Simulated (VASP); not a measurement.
# TiO2 (Rutile) (P4_2/mnm) in VASP: notebook, part 2 of 2

VASP 6.6.1.

### 3 Relaxation of cell and atoms, PBE

This run uses another cell than the first one, of 10.58 Å³/atom, 1.018 times its volume.

The input, INCAR:

```
SYSTEM = TiO2
PREC     = Accurate       ! precision mode
ENCUT    = 300            ! plane-wave cutoff, eV
EDIFF    = 1E-7           ! SCF threshold, eV
ISMEAR   = 0              ! smearing method
SIGMA    = 0.03           ! smearing width, eV
LREAL    = .FALSE.        ! projectors in reciprocal space
LASPH    = .TRUE.         ! aspherical terms in the spheres
NELM     = 80             ! most SCF steps
ALGO     = Normal         ! electronic algorithm
ISIF     = 3              ! what is computed and relaxed
LWAVE    = .FALSE.        ! write WAVECAR
LCHARG   = .FALSE.        ! write CHGCAR
GGA      = PE             ! functional
IBRION   = 2              ! ionic algorithm
NSW      = 90             ! ionic steps
EDIFFG   = -0.005         ! ionic threshold
KPAR     = 2
```

The input, KPOINTS:

```
Automatic mesh
0
G
  3 3 5
  0 0 0
```

The input, POSCAR:

```
TiO2                                    
1.0
    4.6250149933      0.0000000000      0.0000000000
    0.0000000000      4.6250149933      0.0000000000
    0.0000000000      0.0000000000      2.9690212410
  Ti              O             
     2     4
Direct
     0.0000000000000000    0.0000000000000000    0.0000000000000000
     0.5000000000000000    0.5000000000000000    0.5000000000000000
     0.3044757576941139    0.3044757576941139    0.0000000000000000
     0.1955242423058861    0.8044757576941139    0.5000000000000000
     0.6955242423058861    0.6955242423058861    0.0000000000000000
     0.8044757576941139    0.1955242423058861    0.5000000000000000
```

Potentials or basis: VASP PAW PBE potentials, release 64 (Ti_sv, O_s).

Run with:

```bash
> cat potpaw_PBE.64/Ti_sv/POTCAR potpaw_PBE.64/O_s/POTCAR > POTCAR
> mpirun -np 2 vasp_std > vasp.out
```

OUTCAR:

```text
SYSTEM = TiO2
   PREC = Accurate
   ENCUT = 300
   EDIFF = 1E-7
   ISMEAR = 0
   LREAL = .FALSE.
   LASPH = .TRUE.
   NELM = 80
   ISIF = 3
   GGA = PE
   IBRION = 2
   NSW = 90
   EDIFFG = -0.005

 ion  position               nearest neighbor table
   1  0.000  0.000  0.000-   4 1.96   6 1.96   4 1.96   6 1.96   5 1.99   3 1.99
   2  0.500  0.500  0.500-   3 1.96   5 1.96   3 1.96   5 1.96   4 1.99   6 1.99
   3  0.304  0.304  0.000-   2 1.96   2 1.96   1 1.99
   4  0.196  0.804  0.500-   1 1.96   1 1.96   2 1.99
   5  0.696  0.696  0.000-   2 1.96   2 1.96   1 1.99
   6  0.804  0.196  0.500-   1 1.96   1 1.96   2 1.99

  LATTYP: Found a simple tetragonal cell.
 ALAT       =     4.6250149933
 C/A-ratio  =     0.6419484575

  Lattice vectors:

 A1 = (   4.6250149933,   0.0000000000,   0.0000000000)
 A2 = (   0.0000000000,   4.6250149933,   0.0000000000)
 A3 = (   0.0000000000,   0.0000000000,   2.9690212410)

Analysis of symmetry for initial positions (statically):
=====================================================================
 Subroutine PRICEL returns:
 Original cell was already a primitive cell.

 Routine SETGRP: Setting up the symmetry group for a
 simple tetragonal supercell.

 Subroutine GETGRP returns: Found 16 space group operations
 (whereof  8 operations were pure point group operations)
 out of a pool of 16 trial point group operations.

The static configuration has the point symmetry D_2h.
 The point group associated with its full space group is D_4h.

Analysis of symmetry for dynamics (positions and initial velocities):
=====================================================================
 Subroutine PRICEL returns:
 Original cell was already a primitive cell.

 Routine SETGRP: Setting up the symmetry group for a
 simple tetragonal supercell.

 Subroutine GETGRP returns: Found 16 space group operations
 (whereof  8 operations were pure point group operations)
 out of a pool of 16 trial point group operations.

The dynamic configuration has the point symmetry D_2h.
 The point group associated with its full space group is D_4h.

 Subroutine INISYM returns: Found 16 space group operations
 (whereof  8 operations are pure point group operations),
 and found     1 'primitive' translations

----------------------------------------------------------------------------------------

                                     Primitive cell

  volume of cell :      63.5096

  direct lattice vectors                    reciprocal lattice vectors
     4.625014993  0.000000000  0.000000000     0.216215515  0.000000000  0.000000000
     0.000000000  4.625014993  0.000000000     0.000000000  0.216215515  0.000000000
     0.000000000  0.000000000  2.969021241     0.000000000  0.000000000  0.336811332

  length of vectors
     4.625014993  4.625014993  2.969021241     0.216215515  0.216215515  0.336811332

  position of ions in fractional coordinates (direct lattice)
     0.000000000  0.000000000  0.000000000
     0.500000000  0.500000000  0.500000000
     0.304475758  0.304475758  0.000000000
     0.195524242  0.804475758  0.500000000
     0.695524242  0.695524242  0.000000000
     0.804475758  0.195524242  0.500000000

  ion indices of the primitive-cell ions
   primitive index   ion index
                 1           1
                 2           2
                 3           3
                 4           4
                 5           5
                 6           6

----------------------------------------------------------------------------------------

 KPOINTS: Automatic mesh

Automatic generation of k-mesh.
 Grid dimensions read from file:
 generate k-points for:    3    3    5

 Generating k-lattice:

  Cartesian coordinates                     Fractional coordinates (reciprocal lattice)
     0.072071838  0.000000000  0.000000000     0.333333333  0.000000000  0.000000000
     0.000000000  0.072071838  0.000000000     0.000000000  0.333333333  0.000000000
     0.000000000  0.000000000  0.067362266     0.000000000  0.000000000  0.200000000

  Length of vectors
     0.072071838  0.072071838  0.067362266

  Shift w.r.t. Gamma in fractional coordinates (k-lattice)
     0.000000000  0.000000000  0.000000000

 Subroutine IBZKPT returns following result:
 ===========================================

 Found      9 irreducible k-points:

 Following reciprocal coordinates:
            Coordinates               Weight
  0.000000  0.000000  0.000000      1.000000
  0.333333  0.000000  0.000000      4.000000
  0.333333  0.333333  0.000000      4.000000
  0.000000  0.000000  0.200000      2.000000
  0.333333  0.000000  0.200000      8.000000
  0.333333  0.333333  0.200000      8.000000
  0.000000  0.000000  0.400000      2.000000
  0.333333  0.000000  0.400000      8.000000
  0.333333  0.333333  0.400000      8.000000
   k-points           NKPTS =      9   k-points in BZ     NKDIM =      9   number of bands    NBANDS=     28
   number of dos      NEDOS =    301   number of ions     NIONS =      6
   total plane-waves  NPLWV =  14112
   dimension x,y,z NGX =    28 NGY =   28 NGZ =   18
   dimension x,y,z NGXF=    56 NGYF=   56 NGZF=   36
   ions per type =               2   4
   NGX,Y,Z   is equivalent  to a cutoff of  10.06, 10.06, 10.08 a.u.
   NGXF,Y,Z  is equivalent  to a cutoff of  20.13, 20.13, 20.16 a.u.
 SYSTEM =  TiO2
   PREC   = accura    normal or accurate (medium, high low for compatibility)
   ISTART =      0    job   : 0-new  1-cont  2-samecut
   ICHARG =      2    charge: 1-file 2-atom 10-const
   ISPIN  =      1    spin polarized calculation?
   LNONCOLLINEAR =      F non collinear calculations
   LSORBIT =      F    spin-orbit coupling
   LASPH  =      T    aspherical Exc in radial PAW
   ENCUT  =  300.0 eV  22.05 Ry    4.70 a.u.   6.53  6.53  4.19*2*pi/ulx,y,z
   NELM   =     80;   NELMIN=  2; NELMDL= -5     # of ELM steps
   EDIFF  = 0.1E-06   stopping-criterion for ELM
   LREAL  =      F    real-space projection
   EDIFFG = -.5E-02   stopping-criterion for IOM
   NSW    =     90    number of steps for IOM
   IBRION =      2    ionic relax: 0-MD 1-quasi-New 2-CG
   NFREE  =      1    steps in history (QN), initial steepest desc. (CG)
   ISIF   =      3    stress and relaxation
   ISYM   =      2    0-nonsym 1-usesym 2-fastsym
   POTIM  = 0.5000    time-step for ionic-motion
   TEBEG  =    0.0;   TEEND  =   0.0 temperature during run
   PSTRESS=    0.0 pullay stress
   NELECT =      48.0000    total number of electrons
   NUPDOWN=      -1.0000    fix difference up-down
   EMIN   =  10.00;   EMAX   =-10.00  energy-range for DOS
   EFERMI =   0.00;   METHOD = LEGACY
   ISMEAR =     0;   SIGMA  =   0.03  broadening in eV -4-tet -1-fermi 0-gaus
   EFERMI_NEDOS =   21; number of points for ismear=-14 and -15
   IALGO  =     38    algorithm
   IMIX   =      4    mixing-type and parameters
     AMIX     =   0.40;   BMIX     =  1.00
     AMIX_MAG =   1.60;   BMIX_MAG =  1.00
  volume/ion in A,a.u.               =      10.58        71.43
  Fermi-wavevector in a.u.,A,eV,Ry     =   1.491221  2.817999 30.255825  2.223740
  Thomas-Fermi vector in A             =   2.603904
   LORBIT       =      0    0 simple, 1 ext, 2 COOP (PROOUT), +10 PAW based schemes
   GGA     = PE    functional components
   LHFCALC =     F    Hartree Fock is set to
   AEXX    =    0.0000 exact exchange contribution
   IVDW    =     0    specifies the selected vdW correction
   LEPSILON=     F    determine dielectric tensor
   LRPA    =     F    only Hartree local field effects (RPA)
 conjugate gradient relaxation of ions
 non-spin polarized calculation
 Gauss-broadening in eV      SIGMA  =   0.03
  energy-cutoff  :      300.00
  volume of cell :       63.51
 maximum number of plane-waves:       768
 NGX is ok and might be reduce to    28
   NGX = 13   NGY = 13   NGZ =  9

--------------------------------------- Ionic step        1  -------------------------------------------

 number of electron      47.9999899 magnetization

 Free energy of the ion-electron system (eV)
  ---------------------------------------------------
  ext. energy  EPLUGINS =         0.00000000
  ---------------------------------------------------
  free energy    TOTEN  =       -53.62841652 eV

  energy without entropy =      -53.62841652  energy(sigma->0) =      -53.62841652

------------------------ aborting loop because EDIFF is reached ----------------------------------------

  FORCE on cell =-STRESS in cart. coord.  units (eV):
  Direction    XX          YY          ZZ          XY          YZ          ZX
  --------------------------------------------------------------------------------------
  -------------------------------------------------------------------------------------
  Total        0.1913478      0.1913478      0.1723460      0.0000000      0.0000000      0.0000000
  in kB        4.8271896      4.8271896      4.3478267      0.0000000      0.0000000      0.0000000
  external PRESSURE =       4.6674020 kB  Pullay stress =       0.0000000 kB
[... 105 lines left out ...]
  energy  without entropy=      -53.6285835644  energy(sigma->0) =      -53.62858356

--------------------------------------- Ionic step        4  -------------------------------------------

 number of electron      47.9999902 magnetization

 Free energy of the ion-electron system (eV)
  ---------------------------------------------------
  ext. energy  EPLUGINS =         0.00000000
  ---------------------------------------------------
  free energy    TOTEN  =       -53.62860202 eV

  energy without entropy =      -53.62860202  energy(sigma->0) =      -53.62860202

 E-fermi :   5.2370     XC(G=0): -11.3172

 val. band max:        5.0217979054   @ k =   0.0000   0.0000   0.0000
 cond. band min:       6.8258436533   @ k =   0.0000   0.0000   0.0000
 fundamental gap:      1.8040457478
 Fermi energy:         5.2370009358

 k-point     1 :       0.0000    0.0000    0.0000
  band No.  band energies     occupation
      1     -51.9391      2.00000
      2     -51.9238      2.00000
      3     -28.2604      2.00000
      4     -28.2604      2.00000
      5     -28.1062      2.00000
      6     -28.1062      2.00000
[... 301 lines left out ...]
  FREE ENERGIE OF THE ION-ELECTRON SYSTEM (eV)
  ---------------------------------------------------
  free  energy   TOTEN  =       -53.6286020205 eV

  energy  without entropy=      -53.6286020205  energy(sigma->0) =      -53.62860202

 reached required accuracy - stopping structural energy minimisation
```

Wall time 21 s (2 MPI ranks of Intel Xeon Platinum 8488C (Sapphire Rapids), shared host); peak memory 0.12 GiB.

The run converged, but some of its settings lie outside the range that counts as converged, so its numbers aren't taken as properties of the crystal.

What came out:

| Quantity | Value |
| --- | --- |
| Free energy | -53.6286 eV |
| Relaxed volume | 10.61 Å³/atom |
| Relaxed cell | a = 4.629 Å, b = 4.629 Å, c = 2.970 Å, α = 90.00°, β = 90.00°, γ = 90.00° |
| Space group after relaxing (to 0.05 Å) | P4_2/mnm (No. 136) |
| Energy gained by relaxing | 0.0 meV/atom |
| Ionic steps | 4 |
| Band gap on the k mesh | 1.80 eV, direct |

Caveat: the k mesh is coarse (spacing up to 0.45 Å⁻¹), so the values aren't converged; the cutoff is under 1.25 times the usual one of these potentials, so pressure, stress and relaxed cells hold a basis-set (Pulay) error; an odd mesh through Γ misses points on the zone boundary, where band edges often lie.
